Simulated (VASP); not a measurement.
# TaN (Fm-3m) in VASP: single point with HSE06

Aim: the single point of TaN with HSE06.

Program: VASP 6.6.1. These are calculated values, not measurements. Logs are shortened: lines on timing, memory, paths and dates and some standing lists are left out, and cuts for length are marked.

### 1 The structure

Symmetry: Fm-3m, No. 225, cubic system. Conventional cell: a = 4.380 Å, b = 4.380 Å, c = 4.380 Å, α = 90.00°, β = 90.00°, γ = 90.00°. Ta (site symmetry m-3m) has 6 N at 2.19 Å as nearest neighbours. N (site symmetry m-3m) is surrounded by 6 Ta at 2.19 Å.

The cell comes from a database or a generator and needn't be the stable form of this composition.

### 2 Single point, HSE06

POSCAR reads:

```
TaN
1.0
    0.0000000000      2.1897500000      2.1897500000
    2.1897500000      0.0000000000      2.1897500000
    2.1897500000      2.1897500000      0.0000000000
Ta N
1 1
Direct
    0.5000000000      0.5000000000      0.5000000000
    1.0000000000      0.0000000000      0.0000000000
```

INCAR.step1 reads:

```
SYSTEM = TaN
ALGO = Normal
EDIFF = 1E-5
ENCUT = 520
GGA = PE
ISIF = 2
ISMEAR = 0
LASPH = .True.
LCHARG = .False.
LREAL = .False.
LWAVE = .True.
NELM = 80
PREC = Accurate
SIGMA = 0.1
```

INCAR.step2 reads:

```
SYSTEM = TaN
ALGO = Normal
EDIFF = 1E-6
ENCUT = 520
GGA = PE
HFSCREEN = 0.2
ISIF = 2
ISMEAR = 0
ISTART = 1
LASPH = .True.
LCHARG = .False.
LHFCALC = .True.
LREAL = .False.
LWAVE = .False.
NELM = 80
PREC = Accurate
PRECFOCK = Fast
SIGMA = 0.1
```

KPOINTS reads:

```
k-points
0
Gamma
  8 8 8
  0 0 0
```

Potentials or basis: VASP PAW PBE potentials, release 64 (Ta_pv, N).

Run with:

```sh
cat potpaw_PBE.64/Ta_pv/POTCAR potpaw_PBE.64/N/POTCAR > POTCAR
cp INCAR.step1 INCAR
mpirun -np 1 vasp_std > vasp.out
cp INCAR.step2 INCAR
mpirun -np 1 vasp_std > vasp.out
```

OUTCAR:

```text
SYSTEM = TaN
   EDIFF = 1E-6
   ENCUT = 520
   GGA = PE
   HFSCREEN = 0.2
   ISIF = 2
   ISMEAR = 0
   ISTART = 1
   LASPH = .True.
   LHFCALC = .True.
   LREAL = .False.
   NELM = 80
   PREC = Accurate
   PRECFOCK = Fast

 ion  position               nearest neighbor table
   1  0.500  0.500  0.500-   2 2.19   2 2.19   2 2.19   2 2.19   2 2.19   2 2.19
   2  0.000  0.000  0.000-   1 2.19   1 2.19   1 2.19   1 2.19   1 2.19   1 2.19

  LATTYP: Found a face centered cubic cell.
 ALAT       =     4.3795000000

  Lattice vectors:

 A1 = (   0.0000000000,   2.1897500000,   2.1897500000)
 A2 = (   2.1897500000,   0.0000000000,   2.1897500000)
 A3 = (   2.1897500000,   2.1897500000,   0.0000000000)

Analysis of symmetry for initial positions (statically):
=====================================================================
 Subroutine PRICEL returns:
 Original cell was already a primitive cell.

 Routine SETGRP: Setting up the symmetry group for a
 face centered cubic supercell.

 Subroutine GETGRP returns: Found 48 space group operations
 (whereof 48 operations were pure point group operations)
 out of a pool of 48 trial point group operations.

The static configuration has the point symmetry O_h .

Analysis of symmetry for dynamics (positions and initial velocities):
=====================================================================
 Subroutine PRICEL returns:
 Original cell was already a primitive cell.

 Routine SETGRP: Setting up the symmetry group for a
 face centered cubic supercell.

 Subroutine GETGRP returns: Found 48 space group operations
 (whereof 48 operations were pure point group operations)
 out of a pool of 48 trial point group operations.

The dynamic configuration has the point symmetry O_h .

 Subroutine INISYM returns: Found 48 space group operations
 (whereof 48 operations are pure point group operations),
 and found     1 'primitive' translations

----------------------------------------------------------------------------------------

                                     Primitive cell

  volume of cell :      20.9997

  direct lattice vectors                    reciprocal lattice vectors
     0.000000000  2.189750000  2.189750000    -0.228336568  0.228336568  0.228336568
     2.189750000  0.000000000  2.189750000     0.228336568 -0.228336568  0.228336568
     2.189750000  2.189750000  0.000000000     0.228336568  0.228336568 -0.228336568

  length of vectors
     3.096774148  3.096774148  3.096774148     0.395490537  0.395490537  0.395490537

  position of ions in fractional coordinates (direct lattice)
     0.500000000  0.500000000  0.500000000
     0.000000000  0.000000000  0.000000000

  ion indices of the primitive-cell ions
   primitive index   ion index
                 1           1
                 2           2

----------------------------------------------------------------------------------------

 KPOINTS: k-points

Automatic generation of k-mesh.
 Grid dimensions read from file:
 generate k-points for:    8    8    8

 Generating k-lattice:

  Cartesian coordinates                     Fractional coordinates (reciprocal lattice)
    -0.028542071  0.028542071  0.028542071     0.125000000  0.000000000  0.000000000
     0.028542071 -0.028542071  0.028542071     0.000000000  0.125000000  0.000000000
     0.028542071  0.028542071 -0.028542071     0.000000000  0.000000000  0.125000000

  Length of vectors
     0.049436317  0.049436317  0.049436317

  Shift w.r.t. Gamma in fractional coordinates (k-lattice)
     0.000000000  0.000000000  0.000000000

 Subroutine IBZKPT returns following result:
 ===========================================

 Found     29 irreducible k-points:

 Following reciprocal coordinates:
            Coordinates               Weight
  0.000000  0.000000  0.000000      1.000000
  0.125000  0.000000  0.000000      8.000000
  0.250000  0.000000  0.000000      8.000000
  0.375000  0.000000  0.000000      8.000000
  0.500000  0.000000  0.000000      4.000000
  0.125000  0.125000  0.000000      6.000000
[... 16 lines left out ...]
  0.500000  0.250000  0.125000     48.000000
 -0.375000  0.250000  0.125000     24.000000
 [... further k-points ...]
   k-points           NKPTS =     29   k-points in BZ     NKDIM =    512   number of bands    NBANDS=     12
   number of dos      NEDOS =    301   number of ions     NIONS =      2
   total plane-waves  NPLWV =  13824
   dimension x,y,z NGX =    24 NGY =   24 NGZ =   24
   dimension x,y,z NGXF=    48 NGYF=   48 NGZF=   48
   ions per type =               1   1
   NGX,Y,Z   is equivalent  to a cutoff of  12.88, 12.88, 12.88 a.u.
   NGXF,Y,Z  is equivalent  to a cutoff of  25.77, 25.77, 25.77 a.u.
 SYSTEM =  TaN
   PREC   = accura    normal or accurate (medium, high low for compatibility)
   ISTART =      1    job   : 0-new  1-cont  2-samecut
   ICHARG =      0    charge: 1-file 2-atom 10-const
   ISPIN  =      1    spin polarized calculation?
   LNONCOLLINEAR =      F non collinear calculations
   LSORBIT =      F    spin-orbit coupling
   LASPH  =      T    aspherical Exc in radial PAW
   ENCUT  =  520.0 eV  38.22 Ry    6.18 a.u.   5.76  5.76  5.76*2*pi/ulx,y,z
   NELM   =     80;   NELMIN=  2; NELMDL=  0     # of ELM steps
   EDIFF  = 0.1E-05   stopping-criterion for ELM
   LREAL  =      F    real-space projection
   EDIFFG = 0.1E-04   stopping-criterion for IOM
   NSW    =      0    number of steps for IOM
   IBRION =     -1    ionic relax: 0-MD 1-quasi-New 2-CG
   NFREE  =      0    steps in history (QN), initial steepest desc. (CG)
   ISIF   =      2    stress and relaxation
   ISYM   =      3    0-nonsym 1-usesym 2-fastsym
   POTIM  = 0.5000    time-step for ionic-motion
   TEBEG  =    0.0;   TEEND  =   0.0 temperature during run
   PSTRESS=    0.0 pullay stress
   NELECT =      16.0000    total number of electrons
   NUPDOWN=      -1.0000    fix difference up-down
   EMIN   =  10.00;   EMAX   =-10.00  energy-range for DOS
   EFERMI =   0.00;   METHOD = LEGACY
   ISMEAR =     0;   SIGMA  =   0.10  broadening in eV -4-tet -1-fermi 0-gaus
   EFERMI_NEDOS =   21; number of points for ismear=-14 and -15
   IALGO  =     38    algorithm
   IMIX   =      1    mixing-type and parameters
     AMIX     =   0.40;   BMIX     =  1.00
     AMIX_MAG =   1.60;   BMIX_MAG =  1.00
  volume/ion in A,a.u.               =      10.50        70.86
  Fermi-wavevector in a.u.,A,eV,Ry     =   1.495238  2.825590 30.419039  2.235736
  Thomas-Fermi vector in A             =   2.607408
   LORBIT       =      0    0 simple, 1 ext, 2 COOP (PROOUT), +10 PAW based schemes
   GGA     = PE    functional components
   LHFCALC =     T    Hartree Fock is set to
   PRECFOCK=fast      Normal, Fast or Accurate (Low or Medium for compatibility)
   ENCUT4O =  -1.0   cutoff for four orbital integrals eV
   NKREDX  =     1    reduce k-point grid by
   NKREDY  =     1    reduce k-point grid by
   NKREDZ  =     1    reduce k-point grid by
   AEXX    =    0.2500 exact exchange contribution
   HFSCREEN=    0.2000 screening length (either q_TF or 0.3 A-1)
   HFSCREENC=   0.2000 screening length for correlation (either q_TF or 0.3 A-1)
   ENCUTFOCK=  -1.0 apply spherical cutoff to Coloumb kernel
   IVDW    =     0    specifies the selected vdW correction
   LEPSILON=     F    determine dielectric tensor
   LRPA    =     F    only Hartree local field effects (RPA)
 non-spin polarized calculation
 Gauss-broadening in eV      SIGMA  =   0.10
  energy-cutoff  :      520.00
  volume of cell :       21.00
 maximum number of plane-waves:       588
  NGX = 14; NGY = 14; NGZ = 14

 number of electron      16.0000001 magnetization

 Free energy of the ion-electron system (eV)
  ---------------------------------------------------
  ext. energy  EPLUGINS =         0.00000000
  ---------------------------------------------------
  free energy    TOTEN  =       -25.60569631 eV

  energy without entropy =      -25.60353961  energy(sigma->0) =      -25.60461796

 E-fermi :   9.8122     XC(G=0): -10.9961

 val. band max:        9.7189625304   @ k =  -0.1250   0.1250   0.0000
 cond. band min:      10.0327708171   @ k =   0.5000   0.1250   0.0000
 fundamental gap:      0.3138082867
 Fermi energy:         9.8121765356

 k-point     1 :       0.0000    0.0000    0.0000
  band No.  band energies     occupation
      1     -28.6939      2.00000
      2     -28.6939      2.00000
      3     -28.6939      2.00000
      4     -11.6380      2.00000
      5       5.0608      2.00000
      6       5.0608      2.00000
      7       5.0608      2.00000
      8       7.2175      2.00000
      9       7.2175      2.00000
     10       7.2175      2.00000
     11      10.1678      0.00000
     12      10.1678      0.00000

 k-point     2 :       0.1250    0.0000    0.0000
  band No.  band energies     occupation
      1     -28.8585      2.00000
      2     -28.7072      2.00000
      3     -28.7072      2.00000
      4     -11.2247      2.00000
      5       3.3644      2.00000
      6       3.9426      2.00000
      7       3.9426      2.00000
      8       7.8540      2.00000
      9       7.8540      2.00000
     10       7.9000      2.00000
     11      11.6029      0.00000
     12      11.6029      0.00000

 k-point     3 :       0.2500    0.0000    0.0000
  band No.  band energies     occupation
      1     -29.2363      2.00000
      2     -28.7392      2.00000
      3     -28.7392      2.00000
      4     -10.1636      2.00000
      5       0.8034      2.00000
      6       2.3481      2.00000
      7       2.3482      2.00000
      8       8.8645      2.00000
      9       9.2879      2.00000
     10       9.2879      2.00000
     11      14.3811      0.00000
     12      14.3811      0.00000
[... 286 lines left out ...]
 k-point    23 :       0.5000    0.2500    0.1250
  band No.  band energies     occupation
      1     -29.4881      2.00000
      2     -29.0290      2.00000
      3     -28.8424      2.00000
      4      -9.2025      2.00000
      5      -0.6223      2.00000
      6       1.4642      2.00000
      7       1.9526      2.00000
      8       8.3924      2.00000
      9      12.0771      0.00000
     10      12.3105      0.00000
     11      14.1086      0.00000
     12      16.7011      0.00000

 k-point    24 :      -0.3750    0.2500    0.1250
  band No.  band energies     occupation
      1     -29.5688      2.00000
      2     -29.0519      2.00000
      3     -28.8736      2.00000
      4      -8.9568      2.00000
      5      -0.8683      2.00000
      6       1.4082      2.00000
      7       1.4989      2.00000
      8      10.0370      0.00147
      9      10.5578      0.00000
     10      12.8703      0.00000
     11      15.7343      0.00000
     12      17.0758      0.00000

 [... further k-points ...]

------------------------ aborting loop because EDIFF is reached ----------------------------------------

  FORCE on cell =-STRESS in cart. coord.  units (eV):
  Direction    XX          YY          ZZ          XY          YZ          ZX
  --------------------------------------------------------------------------------------
  -------------------------------------------------------------------------------------
  Total        0.0128415      0.0128415      0.0128415      0.0000000      0.0000000      0.0000000
  in kB        0.9797432      0.9797432      0.9797432      0.0000000      0.0000000      0.0000000
  external PRESSURE =       0.9797432 kB  Pullay stress =       0.0000000 kB

 VOLUME and BASIS-vectors are now :
 -----------------------------------------------------------------------------
  energy-cutoff  :      520.00
  volume of cell :       21.00
      direct lattice vectors                 reciprocal lattice vectors
     0.000000000  2.189750000  2.189750000    -0.228336568  0.228336568  0.228336568
     2.189750000  0.000000000  2.189750000     0.228336568 -0.228336568  0.228336568
     2.189750000  2.189750000  0.000000000     0.228336568  0.228336568 -0.228336568

 POSITION                                       TOTAL-FORCE (eV/Angst)
 -----------------------------------------------------------------------------------
      2.18975      2.18975      2.18975         0.000000      0.000000     -0.000000
      0.00000      0.00000      0.00000        -0.000000     -0.000000      0.000000
 -----------------------------------------------------------------------------------
    total drift:                                0.000000      0.000000      0.000000

  FREE ENERGIE OF THE ION-ELECTRON SYSTEM (eV)
  ---------------------------------------------------
  free  energy   TOTEN  =       -25.6056963064 eV

  energy  without entropy=      -25.6035396123  energy(sigma->0) =      -25.60461796
```

Run time: 21 min. Hardware: 1 thread of Intel Xeon Platinum 8559C (Emerald Rapids), shared host; peak memory 0.26 GiB.

What came out:

```
Free energy            : -25.6057 eV
Pressure               : 0.1 GPa
Band gap on the k mesh : none (metal or under the smearing width)
```

Caveat: the PAW data sets were made with another functional, which shifts forces and pressure a little. Spin-orbit coupling is left out, which matters for the levels of Ta.
